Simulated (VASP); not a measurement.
# Al2O3 (R-3c) in VASP: notebook, part 2 of 3

VASP 6.6.1. The steps go on from the part before.

## Step 4: Relaxation of cell and atoms, rev-vdW-DF2

INCAR

```
AGGAC    = 0.0          
ALGO     = Normal         # electronic algorithm
EDIFF    = 1E-6           # SCF threshold, eV
EDIFFG   = -0.01          # ionic threshold
ENCUT    = 600            # plane-wave cutoff, eV
GGA      = MK             # functional
IBRION   = 2              # ionic algorithm
ISIF     = 3              # what is computed and relaxed
ISMEAR   = 0              # smearing method
KPAR     = 2            
LASPH    = True           # aspherical terms in the spheres
LCHARG   = False          # write CHGCAR
LREAL    = False          # projectors in reciprocal space
LUSE_VDW = True         
LWAVE    = False          # write WAVECAR
NELM     = 80             # most SCF steps
NSW      = 90             # ionic steps
PARAM1   = 0.1234       
PARAM2   = 0.711357     
PREC     = Accurate       # precision mode
SIGMA    = 0.03           # smearing width, eV
ZAB_VDW  = -1.8867
```

KPOINTS

```
k-points
0
Gamma
  9 9 7
```

POSCAR

```
Al2O3
1.0
    2.3802500000      1.3742379800      4.3318666700
   -2.3802500000      1.3742379800      4.3318666700
    0.0000000000     -2.7484759600      4.3318666700
Al O
4 6
Direct
    0.3521600000      0.3521600000      0.3521600000
    0.1478400000      0.1478400000      0.1478400000
    0.6478400000      0.6478400000      0.6478400000
    0.8521600000      0.8521600000      0.8521600000
    0.5566800000      0.9433200000      0.2500000000
    0.2500000000      0.5566800000      0.9433200000
    0.9433200000      0.2500000000      0.5566800000
    0.4433200000      0.0566800000      0.7500000000
    0.7500000000      0.4433200000      0.0566800000
    0.0566800000      0.7500000000      0.4433200000
```

Potentials or basis: VASP PAW PBE potentials, release 64 (Al, O).

Run with:

```bash
cat potpaw_PBE.64/Al/POTCAR potpaw_PBE.64/O/POTCAR > POTCAR
mpirun -np 2 vasp_std > vasp.out
```

OUTCAR:

```text
EDIFF = 1E-6
   EDIFFG = -0.01
   ENCUT = 600
   GGA = MK
   IBRION = 2
   ISIF = 3
   ISMEAR = 0
   LASPH = True
   LREAL = False
   NELM = 80
   NSW = 90
   PREC = Accurate

 ion  position               nearest neighbor table
   1  0.352  0.352  0.352-  10 1.85   8 1.85   9 1.85   5 1.97   7 1.97   6 1.97   2 2.66   3 2.79
                             3 2.79   3 2.79   2 3.22   2 3.22   2 3.22
   2  0.148  0.148  0.148-   9 1.85   8 1.85  10 1.85   5 1.97   7 1.97   6 1.97   1 2.66   4 2.79
                             4 2.79   4 2.79   1 3.22   1 3.22   1 3.22
   3  0.648  0.648  0.648-   7 1.85   5 1.85   6 1.85   8 1.97   9 1.97  10 1.97   4 2.66   1 2.79
                             1 2.79   1 2.79   4 3.22   4 3.22   4 3.22
   4  0.852  0.852  0.852-   6 1.85   5 1.85   7 1.85   8 1.97   9 1.97  10 1.97   3 2.66   2 2.79
                             2 2.79   2 2.79   3 3.22   3 3.22   3 3.22
   5  0.557  0.943  0.250-   3 1.85   4 1.85   1 1.97   2 1.97
[... 472 lines left out ...]
  free energy    TOTEN  =       -63.67365544 eV

  energy without entropy =      -63.67365544  energy(sigma->0) =      -63.67365544

 E-fermi :   5.9656     XC(G=0): -11.7140

 val. band max:        5.8357975650   @ k =   0.0000   0.0000   0.0000
 cond. band min:      11.9317001207   @ k =   0.0000   0.0000   0.0000
 fundamental gap:      6.0959025557
 Fermi energy:         5.9656164082

 k-point     1 :       0.0000    0.0000    0.0000
  band No.  band energies     occupation
      1     -13.1898      2.00000
      2     -10.8980      2.00000
      3     -10.6277      2.00000
      4     -10.6277      2.00000
      5     -10.3148      2.00000
      6     -10.3148      2.00000
[... 781 lines left out ...]
     29      16.8550      0.00000
     30      16.9089      0.00000

 [... further k-points ...]

------------------------ aborting loop because EDIFF is reached ----------------------------------------

  FORCE on cell =-STRESS in cart. coord.  units (eV):
  Direction    XX          YY          ZZ          XY          YZ          ZX
  --------------------------------------------------------------------------------------
  -------------------------------------------------------------------------------------
  Total        0.0662142      0.0662142     -0.0205458      0.0000000      0.0000000      0.0000000
  in kB        1.2277872      1.2277872     -0.3809734      0.0000000      0.0000000      0.0000000
  external PRESSURE =       0.6915337 kB  Pullay stress =       0.0000000 kB
[... 29 lines left out ...]
  energy  without entropy=      -63.6736554449  energy(sigma->0) =      -63.67365544

Total vdW correction in eV:      8.5100159

 reached required accuracy - stopping structural energy minimisation
```

It took 20 min on 2 MPI ranks of Intel Xeon 6975P-C (Granite Rapids), shared host; peak memory 0.89 GiB.

What came out:

```
Free energy                            : -63.6737 eV
Relaxed volume                         : 8.64 Å³/atom
Relaxed cell                           : a = 5.155 Å, b = 5.155 Å, c = 5.155 Å, α = 55.34°, β = 55.34°, γ = 55.34°
Space group after relaxing (to 0.05 Å) : R-3c (No. 167)
Energy gained by relaxing              : 1.8 meV/atom
Ionic steps                            : 6
Pressure after relaxing                : 0.1 GPa
Largest force after relaxing           : 0.009 eV/Å
Band gap on the k mesh                 : 6.10 eV, direct
```

Forces on the atoms (eV/Å):
```
Al   0.000  0.000  0.009
Al   0.000  0.000 -0.009
Al   0.000  0.000 -0.009
Al   0.000  0.000  0.009
O    0.004  0.000  0.000
O   -0.002  0.003  0.000
O   -0.002 -0.003  0.000
O   -0.004  0.000  0.000
O    0.002 -0.003  0.000
O    0.002  0.003  0.000
```

Stress tensor (GPa, compression positive):
```
 0.12  0.00  0.00
 0.00  0.12  0.00
 0.00  0.00 -0.04
```

The path:
```tsv
step	energy change (eV)	largest force (eV/Å)	pressure (GPa)	volume (Å³)
1	0.0000	0.0457	4.04	85.02
2	-0.0046	0.0405	-3.37	87.68
3	-0.0179	0.0356	-0.04	86.43
4	-0.0179	0.0359	0.04	86.41
5	-0.0182	0.0116	0.06	86.41
6	-0.0182	0.0094	0.07	86.40
```

Final structure:
```xyz
10
Lattice="2.3941 1.3823 4.3516 -2.3941 1.3823 4.3516 0.0000 -2.7645 4.3516" Properties=species:S:1:pos:R:3 pbc="T T T"
Al    0.0000    0.0000    4.5983
Al    0.0000    0.0000    1.9291
Al    0.0000    0.0000    8.4565
Al    0.0000    0.0000   11.1257
O    -0.9288    1.3823    7.6153
O    -0.7327   -1.4955    7.6153
O     1.6615    0.1132    7.6153
O     0.9288   -1.3823    5.4395
O     0.7327    1.4955    5.4395
O    -1.6615   -0.1132    5.4395
```

Levels at points of the mesh, in eV from the valence-band top:
```tsv
k point	band 22	band 23	band 24	band 25	band 26	band 27
(0.00, 0.00, 0.00)	-0.04	-0.04	0.00	6.10	9.04	10.58
```

Caveat: the PAW data sets were made with another functional, which shifts forces and pressure a little; an odd mesh through Γ misses points on the zone boundary, where band edges often lie.

## Step 5: Relaxation of cell and atoms, rev-vdW-DF2

This run uses another cell than the first one, of 8.64 Å³/atom, 1.016 times its volume.

INCAR: that of step 4 with these lines changed.

```diff
@@ -2,4 +2,4 @@
 ALGO     = Normal         # electronic algorithm
-EDIFF    = 1E-6           # SCF threshold, eV
-EDIFFG   = -0.01          # ionic threshold
+EDIFF    = 1E-7           # SCF threshold, eV
+EDIFFG   = -0.005         # ionic threshold
 ENCUT    = 600            # plane-wave cutoff, eV
```

KPOINTS is that of step 4.

POSCAR

```
Al2O3                                   
1.0
    2.3941420802      1.3822585763      4.3515937167
   -2.3941420802      1.3822585763      4.3515937167
    0.0000000000     -2.7645171526      4.3515937167
  Al              O             
     4     6
Direct
     0.3522291426424163    0.3522291426424163    0.3522291426424163
     0.1477708573575836    0.1477708573575836    0.1477708573575836
     0.6477708573575837    0.6477708573575837    0.6477708573575837
     0.8522291426424163    0.8522291426424163    0.8522291426424163
     0.5560328336672676    0.9439671663327324    0.2500000000000000
     0.2499999999999969    0.5560328336672646    0.9439671663327385
     0.9439671663327354    0.2500000000000031    0.5560328336672615
     0.4439671663327324    0.0560328336672676    0.7500000000000000
     0.7500000000000030    0.4439671663327354    0.0560328336672615
     0.0560328336672646    0.7499999999999970    0.4439671663327385
```

Run with:

```bash
cat potpaw_PBE.64/Al/POTCAR potpaw_PBE.64/O/POTCAR > POTCAR
mpirun -np 2 vasp_std > vasp.out
```

It took 6.9 min on 2 MPI ranks of Intel Xeon 6975P-C (Granite Rapids), shared host; peak memory 0.9 GiB.

Results (log left out):

- Free energy: -63.6779 eV
- Relaxed volume: 8.64 Å³/atom
- Relaxed cell: a = 5.155 Å, b = 5.155 Å, c = 5.155 Å, α = 55.36°, β = 55.36°, γ = 55.36°
- Space group after relaxing (to 0.05 Å): R-3c (No. 167)
- Energy gained by relaxing: 0.0 meV/atom
- Ionic steps: 2
- Pressure after relaxing: -0.1 GPa
- Largest force after relaxing: 0.004 eV/Å
- Band gap on the k mesh: 6.09 eV, direct

Forces on the atoms (eV/Å):
```
Al   0.000  0.000  0.004
Al   0.000  0.000 -0.004
Al   0.000  0.000 -0.004
Al   0.000  0.000  0.004
O   -0.003  0.000  0.000
O    0.001 -0.002  0.000
O    0.001  0.002  0.000
O    0.003  0.000  0.000
O   -0.001  0.002  0.000
O   -0.001 -0.002  0.000
```

Final structure:
```
Al O
1.0
     2.39474    1.38260    4.35100
    -2.39474    1.38260    4.35100
     0.00000   -2.76520    4.35100
Al O
4 6
Direct
  0.35226 0.35226 0.35226
  0.14774 0.14774 0.14774
  0.64774 0.64774 0.64774
  0.85226 0.85226 0.85226
  0.55608 0.94392 0.25000
  0.25000 0.55608 0.94392
  0.94392 0.25000 0.55608
  0.44392 0.05608 0.75000
  0.75000 0.44392 0.05608
  0.05608 0.75000 0.44392
```

Levels at points of the mesh, in eV from the valence-band top:
```csv
k point,band 22,band 23,band 24,band 25,band 26,band 27
"(0.00, 0.00, 0.00)",-0.05,-0.05,0.00,6.09,9.03,10.57
```

Caveat: the PAW data sets were made with another functional, which shifts forces and pressure a little; an odd mesh through Γ misses points on the zone boundary, where band edges often lie.

(Continued in part 3 of 3.)
